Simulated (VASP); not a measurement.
# TaN (P-62m) in VASP: a series of runs

The runs below take TaN through single point, with RPBE.

Program: VASP 6.6.1. These are calculated values, not measurements. Logs are shortened: lines on timing, memory, paths and dates and some standing lists are left out, and cuts for length are marked.

**1. The structure**

It takes space group P-62m (No. 189, hexagonal). Conventional cell: a = 5.196 Å, b = 5.196 Å, c = 2.911 Å, α = 90.00°, β = 90.00°, γ = 120.00°. Around Ta (site symmetry -62m) lie 3 N at 2.04 Å. Ta (site symmetry -6) is surrounded by 6 N at 2.16 Å. Around N (site symmetry m2m) lie 5 Ta at 2.04 to 2.16 Å.

**2. Single point, RPBE**

INCAR

```
SYSTEM = TaN
ALGO     = Fast           ! electronic algorithm
EDIFF    = 1E-6           ! SCF threshold, eV
ENCUT    = 550            ! plane-wave cutoff, eV
GGA      = RP             ! functional
ISIF     = 2              ! what is computed and relaxed
ISMEAR   = 0              ! smearing method
LASPH    = .True.         ! aspherical terms in the spheres
LCHARG   = .False.        ! write CHGCAR
LREAL    = .False.        ! projectors in reciprocal space
LWAVE    = .False.        ! write WAVECAR
NELM     = 60             ! most SCF steps
PREC     = Accurate       ! precision mode
SIGMA    = 0.05           ! smearing width, eV
```

KPOINTS

```
k-points
0
Gamma
  6 6 9
  0 0 0
```

POSCAR

```
TaN
5.196
    1.000000000000      0.000000000000      0.000000000000
   -0.500000000000      0.866025403791      0.000000000000
    0.000000000000      0.000000000000      0.560238645112
Ta N
3 3
Direct
    0.0000000000      0.0000000000      0.0000000000
    0.6666666667      0.3333333333      0.5000000000
    0.3333333333      0.6666666667      0.5000000000
    0.0000000000      0.3928500000      0.0000000000
    0.6071500000      0.6071500000      0.0000000000
    0.3928500000      0.0000000000      0.0000000000
```

Potentials or basis: VASP PAW PBE potentials, release 64 (Ta_sv_GW, N_GW).

Command:

```
> cat potpaw_PBE.64/Ta_sv_GW/POTCAR potpaw_PBE.64/N_GW/POTCAR > POTCAR
> mpirun -np 1 vasp_std > vasp.out
```

OUTCAR:

```text
SYSTEM = TaN
   EDIFF = 1E-6
   ENCUT = 550
   GGA = RP
   ISIF = 2
   ISMEAR = 0
   LASPH = .True.
   LREAL = .False.
   NELM = 60
   PREC = Accurate

 ion  position               nearest neighbor table
   1  0.000  0.000  0.000-   6 2.04   5 2.04   4 2.04
   2  0.667  0.333  0.500-   4 2.16   4 2.16   6 2.16   6 2.16   5 2.16   5 2.16   3 3.00   3 3.00
                             3 3.00
   3  0.333  0.667  0.500-   6 2.16   6 2.16   4 2.16   4 2.16   5 2.16   5 2.16   2 3.00   2 3.00
                             2 3.00
   4  0.000  0.393  0.000-   1 2.04   2 2.16   2 2.16   3 2.16   3 2.16
   5  0.607  0.607  0.000-   1 2.04   3 2.16   3 2.16   2 2.16   2 2.16
   6  0.393  0.000  0.000-   1 2.04   3 2.16   3 2.16   2 2.16   2 2.16

  LATTYP: Found a hexagonal cell.
 ALAT       =     5.1960000000
 C/A-ratio  =     0.5602386451

  Lattice vectors:

 A1 = (   5.1960000000,   0.0000000000,   0.0000000000)
 A2 = (  -2.5980000000,   4.4998679981,   0.0000000000)
 A3 = (   0.0000000000,   0.0000000000,   2.9110000000)

Analysis of symmetry for initial positions (statically):
=====================================================================
 Subroutine PRICEL returns:
 Original cell was already a primitive cell.

 Routine SETGRP: Setting up the symmetry group for a
 hexagonal supercell.

 Subroutine GETGRP returns: Found 12 space group operations
 (whereof 12 operations were pure point group operations)
 out of a pool of 24 trial point group operations.

The static configuration has the point symmetry D_3h.

Analysis of symmetry for dynamics (positions and initial velocities):
=====================================================================
 Subroutine PRICEL returns:
 Original cell was already a primitive cell.

 Routine SETGRP: Setting up the symmetry group for a
 hexagonal supercell.

 Subroutine GETGRP returns: Found 12 space group operations
 (whereof 12 operations were pure point group operations)
 out of a pool of 24 trial point group operations.

The dynamic configuration has the point symmetry D_3h.

 Subroutine INISYM returns: Found 12 space group operations
 (whereof 12 operations are pure point group operations),
 and found     1 'primitive' translations

----------------------------------------------------------------------------------------

                                     Primitive cell

  volume of cell :      68.0630

  direct lattice vectors                    reciprocal lattice vectors
     5.196000000  0.000000000  0.000000000     0.192455735  0.111114371  0.000000000
    -2.598000000  4.499867998  0.000000000     0.000000000  0.222228741  0.000000000
     0.000000000  0.000000000  2.911000000     0.000000000  0.000000000  0.343524562

  length of vectors
     5.196000000  5.196000000  2.911000000     0.222228741  0.222228741  0.343524562

  position of ions in fractional coordinates (direct lattice)
     0.000000000  0.000000000  0.000000000
     0.666666667  0.333333333  0.500000000
     0.333333333  0.666666667  0.500000000
     0.000000000  0.392850000  0.000000000
     0.607150000  0.607150000  0.000000000
     0.392850000  0.000000000  0.000000000

  ion indices of the primitive-cell ions
   primitive index   ion index
                 1           1
                 2           2
                 3           3
                 4           4
                 5           5
                 6           6

----------------------------------------------------------------------------------------

 KPOINTS: k-points

Automatic generation of k-mesh.
 Grid dimensions read from file:
 generate k-points for:    6    6    9

 Generating k-lattice:

  Cartesian coordinates                     Fractional coordinates (reciprocal lattice)
     0.032075956  0.018519062  0.000000000     0.166666667  0.000000000  0.000000000
     0.000000000  0.037038124  0.000000000     0.000000000  0.166666667  0.000000000
     0.000000000  0.000000000  0.038169396     0.000000000  0.000000000  0.111111111

  Length of vectors
     0.037038124  0.037038124  0.038169396

  Shift w.r.t. Gamma in fractional coordinates (k-lattice)
     0.000000000  0.000000000  0.000000000

 Subroutine IBZKPT returns following result:
 ===========================================

 Found     35 irreducible k-points:

 Following reciprocal coordinates:
            Coordinates               Weight
  0.000000  0.000000  0.000000      1.000000
  0.166667  0.000000  0.000000      6.000000
  0.333333  0.000000  0.000000      6.000000
  0.500000  0.000000  0.000000      3.000000
  0.166667  0.166667  0.000000      6.000000
  0.333333  0.166667  0.000000     12.000000
[... 16 lines left out ...]
  0.166667  0.000000  0.333333     12.000000
  0.333333  0.000000  0.333333     12.000000
 [... further k-points ...]
   k-points           NKPTS =     35   k-points in BZ     NKDIM =     35   number of bands    NBANDS=     32
   number of dos      NEDOS =    301   number of ions     NIONS =      6
   total plane-waves  NPLWV =  38400
   dimension x,y,z NGX =    40 NGY =   40 NGZ =   24
   dimension x,y,z NGXF=    80 NGYF=   80 NGZF=   48
   ions per type =               3   3
   NGX,Y,Z   is equivalent  to a cutoff of  12.80, 12.80, 13.71 a.u.
   NGXF,Y,Z  is equivalent  to a cutoff of  25.60, 25.60, 27.41 a.u.
 SYSTEM =  TaN
   PREC   = accura    normal or accurate (medium, high low for compatibility)
   ISTART =      0    job   : 0-new  1-cont  2-samecut
   ICHARG =      2    charge: 1-file 2-atom 10-const
   ISPIN  =      1    spin polarized calculation?
   LNONCOLLINEAR =      F non collinear calculations
   LSORBIT =      F    spin-orbit coupling
   LASPH  =      T    aspherical Exc in radial PAW
   ENCUT  =  550.0 eV  40.42 Ry    6.36 a.u.   9.94  9.94  5.57*2*pi/ulx,y,z
   NELM   =     60;   NELMIN=  2; NELMDL= -5     # of ELM steps
   EDIFF  = 0.1E-05   stopping-criterion for ELM
   LREAL  =      F    real-space projection
   EDIFFG = 0.1E-04   stopping-criterion for IOM
   NSW    =      0    number of steps for IOM
   IBRION =     -1    ionic relax: 0-MD 1-quasi-New 2-CG
   NFREE  =      0    steps in history (QN), initial steepest desc. (CG)
   ISIF   =      2    stress and relaxation
   ISYM   =      2    0-nonsym 1-usesym 2-fastsym
   POTIM  = 0.5000    time-step for ionic-motion
   TEBEG  =    0.0;   TEEND  =   0.0 temperature during run
   PSTRESS=    0.0 pullay stress
   NELECT =      54.0000    total number of electrons
   NUPDOWN=      -1.0000    fix difference up-down
   EMIN   =  10.00;   EMAX   =-10.00  energy-range for DOS
   EFERMI =   0.00;   METHOD = LEGACY
   ISMEAR =     0;   SIGMA  =   0.05  broadening in eV -4-tet -1-fermi 0-gaus
   EFERMI_NEDOS =   21; number of points for ismear=-14 and -15
   IALGO  =     68    algorithm
   IMIX   =      4    mixing-type and parameters
     AMIX     =   0.40;   BMIX     =  1.00
     AMIX_MAG =   1.60;   BMIX_MAG =  1.00
  volume/ion in A,a.u.               =      11.34        76.55
  Fermi-wavevector in a.u.,A,eV,Ry     =   1.515546  2.863966 31.250934  2.296879
  Thomas-Fermi vector in A             =   2.625055
   LORBIT       =      0    0 simple, 1 ext, 2 COOP (PROOUT), +10 PAW based schemes
   GGA     = RP    functional components
   LHFCALC =     F    Hartree Fock is set to
   AEXX    =    0.0000 exact exchange contribution
   IVDW    =     0    specifies the selected vdW correction
   LEPSILON=     F    determine dielectric tensor
   LRPA    =     F    only Hartree local field effects (RPA)
 non-spin polarized calculation
 RMM-DIIS sequential band-by-band and
 Gauss-broadening in eV      SIGMA  =   0.05
  energy-cutoff  :      550.00
  volume of cell :       68.06
 maximum number of plane-waves:      2008
 NGX is ok and might be reduce to    40
   NGX = 19   NGY = 19   NGZ = 11

 number of electron      53.9999994 magnetization

 Free energy of the ion-electron system (eV)
  ---------------------------------------------------
  ext. energy  EPLUGINS =         0.00000000
  ---------------------------------------------------
  free energy    TOTEN  =       -71.87565672 eV

  energy without entropy =      -71.87381521  energy(sigma->0) =      -71.87473597

 E-fermi :  12.3995     XC(G=0): -13.2389

 val. band max:       12.3969624414   @ k =   0.0000   0.0000   0.2222
 cond. band min:      12.4234784673   @ k =   0.1667   0.0000   0.2222
 fundamental gap:      0.0265160259
 Fermi energy:        12.3994504741

 k-point     1 :       0.0000    0.0000    0.0000
  band No.  band energies     occupation
      1     -57.1022      2.00000
      2     -57.0580      2.00000
      3     -56.4605      2.00000
      4     -23.8370      2.00000
      5     -23.8370      2.00000
      6     -23.4858      2.00000
[... 24 lines left out ...]
     31      14.2880      0.00000
     32      14.8903      0.00000

 k-point     2 :       0.1667    0.0000    0.0000
  band No.  band energies     occupation
      1     -57.0995      2.00000
      2     -57.0606      2.00000
      3     -56.4606      2.00000
      4     -23.8592      2.00000
      5     -23.8295      2.00000
      6     -23.4679      2.00000
[... 24 lines left out ...]
     31      13.5339      0.00000
     32      14.6448      0.00000

 k-point     3 :       0.3333    0.0000    0.0000
  band No.  band energies     occupation
      1     -57.0927      2.00000
      2     -57.0673      2.00000
      3     -56.4608      2.00000
      4     -23.8970      2.00000
      5     -23.7839      2.00000
      6     -23.4885      2.00000
[... 24 lines left out ...]
     31      14.2481      0.00000
     32      14.5919      0.00000

 k-point     4 :       0.5000    0.0000    0.0000
  band No.  band energies     occupation
      1     -57.0872      2.00000
      2     -57.0727      2.00000
      3     -56.4608      2.00000
      4     -23.9135      2.00000
      5     -23.7293      2.00000
      6     -23.5471      2.00000
[... 24 lines left out ...]
     31      14.8713      0.00000
     32      14.9884      0.00000

 k-point     5 :       0.1667    0.1667    0.0000
  band No.  band energies     occupation
      1     -57.0947      2.00000
      2     -57.0654      2.00000
      3     -56.4607      2.00000
      4     -23.8784      2.00000
      5     -23.8102      2.00000
      6     -23.4790      2.00000
[... 584 lines left out ...]
     31      14.3423      0.00000
     32      15.5378      0.00000

 k-point    22 :       0.0000    0.0000    0.3333
  band No.  band energies     occupation
      1     -57.0688      2.00000
      2     -57.0257      2.00000
      3     -56.4316      2.00000
      4     -23.9539      2.00000
      5     -23.7810      2.00000
      6     -23.7266      2.00000
[... 24 lines left out ...]
     31      14.6886      0.00000
     32      14.6905      0.00000

 k-point    23 :       0.1667    0.0000    0.3333
  band No.  band energies     occupation
      1     -57.0663      2.00000
      2     -57.0282      2.00000
      3     -56.4316      2.00000
      4     -23.9495      2.00000
      5     -23.7927      2.00000
      6     -23.7383      2.00000
[... 24 lines left out ...]
     31      14.6413      0.00000
     32      14.9585      0.00000

 k-point    24 :       0.3333    0.0000    0.3333
  band No.  band energies     occupation
      1     -57.0597      2.00000
      2     -57.0349      2.00000
      3     -56.4316      2.00000
      4     -23.9350      2.00000
      5     -23.8214      2.00000
      6     -23.7596      2.00000
[... 24 lines left out ...]
     31      14.7919      0.00000
     32      15.4001      0.00000

 [... further k-points ...]

------------------------ aborting loop because EDIFF is reached ----------------------------------------

  FORCE on cell =-STRESS in cart. coord.  units (eV):
  Direction    XX          YY          ZZ          XY          YZ          ZX
  --------------------------------------------------------------------------------------
  -------------------------------------------------------------------------------------
  Total        3.9372726      3.9372726      3.8970263      0.0000000      0.0000000      0.0000000
  in kB       92.6819038     92.6819038     91.7345219      0.0000000      0.0000000      0.0000000
  external PRESSURE =      92.3661098 kB  Pullay stress =       0.0000000 kB

 VOLUME and BASIS-vectors are now :
 -----------------------------------------------------------------------------
  energy-cutoff  :      550.00
  volume of cell :       68.06
      direct lattice vectors                 reciprocal lattice vectors
     5.196000000  0.000000000  0.000000000     0.192455735  0.111114371  0.000000000
    -2.598000000  4.499867998  0.000000000     0.000000000  0.222228741  0.000000000
     0.000000000  0.000000000  2.911000000     0.000000000  0.000000000  0.343524562

 POSITION                                       TOTAL-FORCE (eV/Angst)
 -----------------------------------------------------------------------------------
      0.00000      0.00000      0.00000         0.000000     -0.000000      0.000000
      2.59800      1.49996      1.45550         0.000000     -0.000000      0.000000
     -0.00000      2.99991      1.45550         0.000000     -0.000000      0.000000
     -1.02062      1.76777      0.00000        -0.035364      0.061252      0.000000
      1.57738      2.73209      0.00000        -0.035364     -0.061252      0.000000
      2.04125      0.00000      0.00000         0.070728     -0.000000     -0.000000
 -----------------------------------------------------------------------------------
    total drift:                                0.000001      0.000002     -0.000001

  FREE ENERGIE OF THE ION-ELECTRON SYSTEM (eV)
  ---------------------------------------------------
  free  energy   TOTEN  =       -71.8756567189 eV

  energy  without entropy=      -71.8738152149  energy(sigma->0) =      -71.87473597
```

Run time: 1.9 min. Hardware: 1 thread of AMD EPYC 9R45 (Zen 5), shared host; peak memory 0.21 GiB.

What came out:

```
Free energy            : -71.8757 eV
Pressure               : 9.2 GPa
Largest force          : 0.071 eV/Å
Band gap on the k mesh : none (metal or under the smearing width)
```

Forces in eV/Å, atoms in the order of the input:
```
Ta   0.000  0.000  0.000
Ta   0.000  0.000  0.000
Ta   0.000  0.000  0.000
N   -0.035  0.061  0.000
N   -0.035 -0.061  0.000
N    0.071  0.000  0.000
```

Stress tensor (GPa, compression positive):
```
9.27 0.00 0.00
0.00 9.27 0.00
0.00 0.00 9.17
```

Levels at points of the mesh, in eV from the Fermi level:
| k point | band 24 | band 25 | band 26 | band 27 | band 28 | band 29 | band 30 | band 31 |
| --- | --- | --- | --- | --- | --- | --- | --- | --- |
| (0.00, 0.00, 0.00) | -4.25 | -3.33 | -1.88 | -0.89 | -0.89 | 0.64 | 0.64 | 1.89 |
| (0.50, 0.00, 0.00) | -3.88 | -3.86 | -2.82 | -2.59 | 1.23 | 1.86 | 1.96 | 2.47 |

Caveat: the PAW data sets were made with another functional, which shifts forces and pressure a little.

**3. Single point, RPBE**

run.py

```python
from ase import Atoms
from ase.calculators.vasp import Vasp
from ase.dft.bandgap import bandgap

atoms = Atoms(
    ['Ta', 'Ta', 'Ta', 'N', 'N', 'N'],
    cell=[[5.196, 0.0, 0.0], [-2.598, 4.4998679981, 0.0], [0.0, 0.0, 2.911]],
    scaled_positions=[[0.0, 0.0, 0.0], [0.6666666667, 0.3333333333, 0.5], [0.3333333333, 0.6666666667, 0.5], [0.0, 0.39285, 0.0], [0.60715, 0.60715, 0.0], [0.39285, 0.0, 0.0]],
    pbc=True,
)
calc = Vasp(
    directory='calc',
    xc='rpbe',
    pp='PBE',
    setups='gw',
    prec='Accurate',
    encut=550,
    ediff=1e-06,
    ismear=0,
    sigma=0.05,
    lreal=False,
    lasph=True,
    nelm=100,
    algo='Normal',
    isif=2,
    lwave=False,
    lcharg=False,
    kpts=[6, 6, 9],
    gamma=True,
)
atoms.calc = calc

print('energy (eV):', atoms.get_potential_energy())
print('free energy (eV):', atoms.get_potential_energy(force_consistent=True))
print('forces (eV/A):')
print(atoms.get_forces())
print('stress (eV/A^3, Voigt):', atoms.get_stress())
print('Fermi level (eV):', calc.get_fermi_level())
gap, top, bottom = bandgap(calc)
print('band gap (eV):', gap, 'from (spin, k, band)', top, 'to', bottom)
```

Potentials or basis: VASP PAW PBE potentials, release 64 (Ta_sv_GW, N_GW).

Command:

```
> python run.py
```

Wall time 1.7 min (1 thread of AMD EPYC 9R45 (Zen 5), shared host); peak memory 0.2 GiB.

It converged, with:

| Quantity | Value |
| --- | --- |
| Free energy | -71.8757 eV |
| Pressure | 9.2 GPa |
| Largest force | 0.071 eV/Å |
| Band gap on the k mesh | none (metal or under the smearing width) |

Forces on the atoms (eV/Å):
```
Ta   0.000  0.000  0.000
Ta   0.000  0.000  0.000
Ta   0.000  0.000  0.000
N   -0.035  0.061  0.000
N   -0.035 -0.061  0.000
N    0.071  0.000  0.000
```

Stress tensor (GPa, compression positive):
```
9.27 0.00 0.00
0.00 9.27 0.00
0.00 0.00 9.18
```

Levels at points of the mesh, in eV from the Fermi level:
| k point | band 23 | band 24 | band 25 | band 26 | band 27 | band 28 | band 29 | band 30 | band 31 | band 32 |
| --- | --- | --- | --- | --- | --- | --- | --- | --- | --- | --- |
| (0.00, 0.00, 0.00) | -5.00 | -4.25 | -3.33 | -1.88 | -0.89 | -0.89 | 0.64 | 0.64 | 1.87 | 1.94 |
| (0.50, 0.00, 0.00) | -4.59 | -3.88 | -3.86 | -2.82 | -2.59 | 1.23 | 1.86 | 1.96 | 2.46 | 2.57 |

Caveat: the PAW data sets were made with another functional, which shifts forces and pressure a little. Spin-orbit coupling is left out, which matters for the levels of Ta.
